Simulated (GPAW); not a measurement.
## Collinear magnetic orders of FeS2 (Marcasite) with GPAW

Aim: find out whether FeS2 (Marcasite) carries moments, and which collinear order costs least.

Method: PBE with U = 4.5 eV on Fe d; plane waves with GPAW's PAW setups, scalar-relativistic, in GPAW 26.7.0.

The database entry behind the starting cell differs from later determinations by our own check (an axis about 0.6 % short against later determinations), so it need not match the best structure at ambient conditions.

## (1) Starting point

It takes space group Pnnm (No. 58, orthorhombic). The conventional cell has a = 4.440 Å, b = 5.390 Å, c = 3.370 Å, α = 90.00°, β = 90.00°, γ = 90.00°. Nearest to Fe lie 6 S at 2.21 to 2.24 Å. Nearest to S lie 3 Fe at 2.21 to 2.24 Å and 1 S at 2.25 Å. Farther neighbours and most contacts between anions are not listed.

Structure file:

```cif
data_structure
_symmetry_space_group_name_H-M 'Pnnm'
_symmetry_Int_Tables_number 58
_cell_length_a 4.4400
_cell_length_b 5.3900
_cell_length_c 3.3700
_cell_angle_alpha 90.000
_cell_angle_beta 90.000
_cell_angle_gamma 90.000
_cell_volume 80.65
loop_
_atom_site_label
_atom_site_type_symbol
_atom_site_symmetry_multiplicity
_atom_site_Wyckoff_symbol
_atom_site_fract_x
_atom_site_fract_y
_atom_site_fract_z
_atom_site_occupancy
Fe1 Fe 2 a 0.00000 0.00000 0.00000 1
S1 S 4 g 0.20300 0.37500 0.00000 1
```

## (2) Order 1, typed as ferro ++

Parallel moments need no larger cell; this start tests for a ferromagnetic state only. A Hubbard term is added for the open shell, at a value in common use.

The input, order1.py:

```python
import json
import numpy as np
from ase import Atoms
from ase.parallel import paropen, parprint
from gpaw import GPAW

atoms = Atoms(['Fe', 'Fe', 'S', 'S', 'S', 'S'],
    cell=[[4.44, 0.0, 0.0],
         [0.0, 5.39, 0.0],
         [0.0, 0.0, 3.37]],
    scaled_positions=[[0.0, 0.0, 0.0],
         [0.5, 0.5, 0.5],
         [0.203, 0.375, 0.0],
         [0.297, 0.875, 0.5],
         [0.797, 0.625, 0.0],
         [0.703, 0.125, 0.5]],
    pbc=True,
    magmoms=[4.0, 4.0, 0.0, 0.0, 0.0, 0.0])
atoms.calc = GPAW(mode={'name': 'pw', 'ecut': 550},
    xc='PBE',
    kpts={'size': (8, 6, 10), 'gamma': True},
    occupations={'name': 'fermi-dirac', 'width': 0.1},
    convergence={'density': 1e-05, 'energy': 1e-05},
    maxiter=200,
    setups={'Fe': ':d,4.5'},
    txt='order1.txt')
e = atoms.get_potential_energy(force_consistent=True)
res = {'free_energy': e, 'energy_sigma0': atoms.get_potential_energy(), 'fermi_energy': atoms.calc.get_fermi_level()}
res['moments'] = atoms.get_magnetic_moments().tolist()
res['total'] = atoms.get_magnetic_moment()
parprint('site moments (muB):', np.round(res['moments'], 3))
parprint(f"total moment: {res['total']:.3f} muB")
parprint(f'free energy: {e:.6f} eV')
atoms.calc.write('order1.gpw')
with paropen('results.json', 'w') as f:
    json.dump(res, f)
```

The run is started by

```bash
$ OMP_NUM_THREADS=1 mpirun -n 2 gpaw python order1.py > order1.log
```

Numbers of over 12 decimals in the logs are rounded to 6 here.

What it wrote:

```text
site moments (muB): [ 3.08   3.08  -0.025 -0.025 -0.025 -0.025]
total moment: 6.197 muB
free energy: -28.935597 eV

--- order1.txt ---
Input parameters:
  mode=PW(ecut=550),
  convergence={'density': 1e-05, 'energy': 1e-05},
  kpts=MonkhorstPack(size=(8, 6, 10), gamma=True),
  maxiter=200,
  occupations=Occupations(name='fermi-dirac', width=0.1),
  setups={'Fe': ':d,4.5'},
  xc=XC(name='PBE')

Diagonalizing LCAO Hamiltonian
Converting LCAO to pw mode
    .----------.
   /|          |
  / |  S       |
 *  |   Fe     |
 |  .----------.
 | /     S  S /
 |/ S        /
 Fe---------*

Atoms  # Å, Bohr magnetons
|   | symbol |        x |        y |        z |    initial magnetic moments |
|---|--------|----------|----------|----------|-----------------------------|
| 0 |     Fe | 0.000000 | 0.000000 | 0.000000 | ( 0.0000,  0.0000,  4.0000) |
| 1 |     Fe | 2.220000 | 2.695000 | 1.685000 | ( 0.0000,  0.0000,  4.0000) |
| 2 |      S | 0.901320 | 2.021250 | 0.000000 | ( 0.0000,  0.0000,  0.0000) |
| 3 |      S | 1.318680 | 4.716250 | 1.685000 | ( 0.0000,  0.0000,  0.0000) |
| 4 |      S | 3.538680 | 3.368750 | 0.000000 | ( 0.0000,  0.0000,  0.0000) |
| 5 |      S | 3.121320 | 0.673750 | 1.685000 | ( 0.0000,  0.0000,  0.0000) |

Unit cell  # Å
| periodic |        x |        y |        z |  lengths |    angles |
|----------|----------|----------|----------|----------|-----------|
|      yes | 4.440000 | 0.000000 | 0.000000 | 4.440000 | 90.000000 |
|      yes | 0.000000 | 5.390000 | 0.000000 | 5.390000 | 90.000000 |
|      yes | 0.000000 | 0.000000 | 3.370000 | 3.370000 | 90.000000 |

Number of symmetries: 4

BZ-sampling:
  Number of BZ points: 480
  Number of IBZ points: 156

  Monkhorst-Pack size: [8, 6, 10]
  Monkhorst-Pack shift: [0.0625, 0.083333, 0.05]

K-points  # in reciprocal-cell coordinates
|     |                                coordinates |     weight |
|-----|--------------------------------------------|------------|
|   0 | (  0.00000000,   0.00000000,   0.00000000) | 0.00208333 |
|   1 | (  0.00000000,   0.00000000,   0.10000000) | 0.00416667 |
|   2 | (  0.00000000,   0.00000000,   0.20000000) | 0.00416667 |
|   3 | (  0.00000000,   0.00000000,   0.30000000) | 0.00416667 |
|   4 | (  0.00000000,   0.00000000,   0.40000000) | 0.00416667 |
|   5 | (  0.00000000,   0.00000000,   0.50000000) | 0.00208333 |
|   6 | (  0.00000000,   0.16666667,   0.00000000) | 0.00416667 |
|   7 | (  0.00000000,   0.16666667,   0.10000000) | 0.00833333 |
|   8 | (  0.00000000,   0.16666667,   0.20000000) | 0.00833333 |
|   9 | (  0.00000000,   0.16666667,   0.30000000) | 0.00833333 |
| ... |                                            |            |
| 155 | (  0.50000000,   0.50000000,   0.50000000) | 0.00208333 |

Plane wave coefficients: 2389
Cutoff: 550.0 eV

Spin-components: 2 (collinear spins)
Bands:           33
Projectors:      32
Spin-degeneracy: 1
Datatype:        complex128

Parallelization:
  kpt:    2
  domain: 1
  band:   1

Density:
  Valence electrons: 40.0
  Components: 2
  Grid points: [25 30 20]
  Charge: 0.0  # |e|

Potential:
  Grid points: [25 30 20]

species:
  Fe:
    name:    Iron
    Z:       26.0
    valence: 8
    core:    18
    charge:  0.0  # [|e|]
    Hubbard: {U: 4.5,  # eV
              l: 2,
              scale: True}
    compensation charges:
      type: gauss
      rc: 0.33  # [Å]
      lmax: 2
    cutoffs:
      filter: 2.06  # [Å]
      core: 2.67  # [Å]
    projectors
    | kind |    occ | energy [eV] | rcut [Å] |
    |------|--------|-------------|----------|
    |   4s |  2.000 |      -5.291 |    1.164 |
    |   4p |  0.000 |      -1.326 |    1.058 |
    |   3d |  6.000 |      -7.505 |    1.058 |
    |    s |        |      21.920 |    1.164 |
    |    p |        |      25.885 |    1.058 |
    |    d |        |      19.706 |    1.058 |

    Using partial waves for Fe as LCAO basis

  S:
    name:    Sulfur
    Z:       16.0
    valence: 6
    core:    10
    charge:  0.0  # [|e|]
    compensation charges:
      type: gauss
      rc: 0.24  # [Å]
      lmax: 2
    cutoffs:
      filter: 1.77  # [Å]
      core: 1.66  # [Å]
    projectors
    | kind |    occ | energy [eV] | rcut [Å] |
    |------|--------|-------------|----------|
    |   3s |  2.000 |     -17.254 |    0.974 |
    |   3p |  4.000 |      -7.008 |    0.979 |
    |    s |        |       9.957 |    0.974 |
    |    p |        |      20.203 |    0.979 |
    |    d |        |       0.000 |    0.900 |

    Using partial waves for S as LCAO basis

Reference energy: -112669.388790  # eV

eigensolver:
  PPCG
  Converge bands: occupied
  niter=2

density mixing:
  MSR1-Mixer
  Pratt-step length: 0.05
  Maximum mixing coefficient: 0.75
  Old densities: 10
  SVD Regularization: 0.005
  Good broyden scale: 1.0
  Trust region scale: 1.0
  Backstep threshold: 4.0
  History deletion threshold: 6.0
  Fourier metric: weight=20.0, sigma=0.015

occupation numbers:
  Fermi-Dirac:
    width: 0.1000  # eV

poisson solver:
  ecut: 4400.0  # eV

xc functional:
  name: PBE with 2 nearest neighbor stencil

convergence criteria:
- Maximum integral of absolute [dens]ity change: 1e-05 electrons / valence electron
- Maximum [total energy] change in last 3 cyles: 1e-05 eV / valence electron
- Maximum integral of absolute [eigenst]ate change: 4e-08 eV^2 / valence electron
maximum number of iterations: 200

SCF iterations
|iter     |      energy | eigst |  dens |  magmom |
|---------|-------------|-------|-------|---------|
|iter:   1|  -27.998931 | +0.41 |       |  +8.0057|
|iter:   2|  -28.082356 | -1.27 | -0.99 |  +7.9425|
|iter:   3|  -28.412037 | -1.89 | -1.02 |  +7.1536|
|iter:   4|  -28.359006 | -1.69 | -1.13 |  +6.7037|
|iter:   5|  -28.481268 | -2.57 | -1.59 |  +6.4826|
|iter:   6|  -28.616728 | -2.78 | -1.70 |  +6.3693|
|iter:   7|  -28.790117 | -2.45 | -1.67 |  +6.1144|
|iter:   8|  -28.889858 | -2.56 | -1.92 |  +6.0758|
|iter:   9|  -28.893595 | -3.12 | -2.11 |  +6.1075|
|iter:  10|  -28.895158 | -3.94 | -2.40 |  +6.1485|
|iter:  11|  -28.895784 | -4.73 | -2.89 |  +6.1660|
|iter:  12|  -28.896013 | -5.29 | -3.13 |  +6.1848|
|iter:  13|  -28.896266 | -5.20 | -3.49 |  +6.1988|
|iter:  14|  -28.896287c| -5.83 | -3.60 |  +6.1984|
|iter:  15|  -28.896315c| -6.58 | -4.04 |  +6.1997|
|iter:  16|  -28.896345c| -6.24 | -4.22 |  +6.2008|
|iter:  17|  -28.896360c| -5.98 | -4.13 |  +6.1984|
|iter:  18|  -28.896368c| -5.63 | -3.93 |  +6.1970|
|iter:  19|  -28.896357c| -5.69 | -3.79 |  +6.1949|
|iter:  20|  -28.896369c| -6.27 | -4.06 |  +6.1953|
|iter:  21|  -28.896376c| -6.62 | -4.47 |  +6.1961|
|iter:  22|  -28.896379c| -7.13 | -4.71 |  +6.1965|
|iter:  23|  -28.896380c| -7.46c| -4.96 |  +6.1967|
|iter:  24|  -28.896380c| -7.86c| -5.22c|  +6.1969|

Converged in 24 steps
Energy contributions relative to reference atoms: (reference = -112669.388790)

Energy contributions:
  Kinetic:         126.032613
  Coulomb:        -103.749882
  Zero:              0.264775
  External:          0.000000
  Xc:              -51.404670
  Entropy:          -0.078433
  Spinorbit:         0.000000
  ----------------------------
  Free energy:     -28.935597
  Extrapolated:    -28.896380

dipole moment: (-10.738807, -13.036524, -29.788516)  # |e|*Ang

Total magnetic moment: (0.000000, 0.000000, 6.196857)

Local magnetic moments
|        x |        y |         z |
|----------|----------|-----------|
| 0.000000 | 0.000000 |  3.079985 |  # Fe   0
| 0.000000 | 0.000000 |  3.079964 |  # Fe   1
| 0.000000 | 0.000000 | -0.024676 |  # S    2
| 0.000000 | 0.000000 | -0.024676 |  # S    3
| 0.000000 | 0.000000 | -0.024676 |  # S    4
| 0.000000 | 0.000000 | -0.024676 |  # S    5

Fermi level: 10.563
Eigenvalues  # (at kpt = [0.000, 0.000, 0.000])
| band index |      eig [eV] | occ [0-1] |      eig [eV] | occ [0-1] |
|------------|---------------|-----------|---------------|-----------|
|          0 |        -6.956 |     1.000 |        -6.922 |     1.000 |
|        ... |               |           |               |           |
|         11 |         4.760 |     1.000 |         6.821 |     1.000 |
|         12 |         4.792 |     1.000 |         7.144 |     1.000 |
|         13 |         4.825 |     1.000 |         8.521 |     1.000 |
|         14 |         5.506 |     1.000 |         8.569 |     1.000 |
|         15 |         5.711 |     1.000 |         9.452 |     1.000 |
|         16 |         6.180 |     1.000 |        10.234 |     0.964 |
|         17 |         6.387 |     1.000 |        11.069 |     0.006 |
|         18 |         6.409 |     1.000 |        11.078 |     0.006 |
|         19 |         8.463 |     1.000 |        11.338 |     0.000 |
|         20 |         8.594 |     1.000 |        11.900 |     0.000 |
|         21 |        11.158 |     0.003 |        12.630 |     0.000 |
|         22 |        11.166 |     0.002 |        13.351 |     0.000 |
|         23 |        11.577 |     0.000 |        14.493 |     0.000 |
|         24 |        11.679 |     0.000 |        14.987 |     0.000 |
|         25 |        12.735 |     0.000 |        15.480 |     0.000 |
|         26 |        14.057 |     0.000 |        15.538 |     0.000 |
|        ... |               |           |               |           |
|         32 |        19.010 |     0.000 |        23.844 |     0.000 |

No gap
No difference between direct/indirect transitions
```

Elapsed: 8.1 min, on 2 MPI ranks of Arm Neoverse V2, shared host; peak memory 0.88 GiB; 16 min of CPU time.

Spin moment in the augmentation sphere by atom:

| atom | spin moment in the augmentation sphere (μB) |
| --- | --- |
| Fe1 | 3.08 |
| Fe2 | 3.08 |
| S3 | -0.02 |
| S4 | -0.02 |
| S5 | -0.02 |
| S6 | -0.02 |

Numbers from this step:

```yaml
magnetization: 6.197 μB
final_state: ferromagnetic
```

After 24 cycles the largest moment stands at 3.08 μB.

(Part 1 of 2 ends here.)

[Logs and program files are shortened in this print: banners, set-up blocks, solver, clock and traceback lines can be left out without a mark of their own.]

[Logs are printed without paths, hosts, clocks, repeated set-up lines and the standing remarks that a program may print on its own settings, such as how far it seeks lower states.]

[Hosts, paths, dates, database ids (printed as entryN), source tags and the programs' standing remarks are cut or masked in the printed files.]

[Where a cell is said to come from a database of computed structures, the database is the Materials Project.]
